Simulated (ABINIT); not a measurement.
AlN: single point with PBEsol

Crystal: AlN.

```
Al N
1.0
     0.00000    2.18399    2.18399
     2.18399    0.00000    2.18399
     2.18399    2.18399    0.00000
Al N
1 1
Direct
  0.00000 0.00000 0.00000
  0.25000 0.25000 0.25000
```

Measurements of this composition are mostly on another form, of space group No. 186.

- Program: ABINIT 10.8.3 (patched build)
- Task: single point
- Functional: PBEsol
- Potentials or basis: PseudoDojo NC SR PBEsol v0.4.1 standard
- Cutoff: 980 eV
- k mesh: 8 × 8 × 8
- Occupations: fermi-dirac, width 0.05 eV
- Spin: no spin polarisation

The pressure is 0.8 GPa and the band gap on the k mesh is 3.19 eV, indirect (least direct gap 4.12 eV). The valence electrons inside the program's atomic spheres are Al 1.11; N 5.36.

Levels at points of the mesh, in eV from the valence-band top:
```
           k point  band 1  band 2  band 3  band 4  band 5  band 6  band 7  band 8
(0.00, 0.00, 0.00)  -14.95    0.00    0.00    0.00    4.12   12.47   12.47   12.47
(0.50, 0.00, 0.00)  -12.87   -5.92   -0.49   -0.49    7.28    9.74   11.05   11.05
(0.50, 0.50, 0.00)  -12.22   -4.95   -1.80   -1.80    3.19    8.51   13.83   15.58
```

It took 10 s on 1 thread of Arm Neoverse V1, on a shared host, peak memory 0.06 GiB.

Caveat: the cutoff is short for stress, so the pressure is rough. A k mesh can miss the band edges.
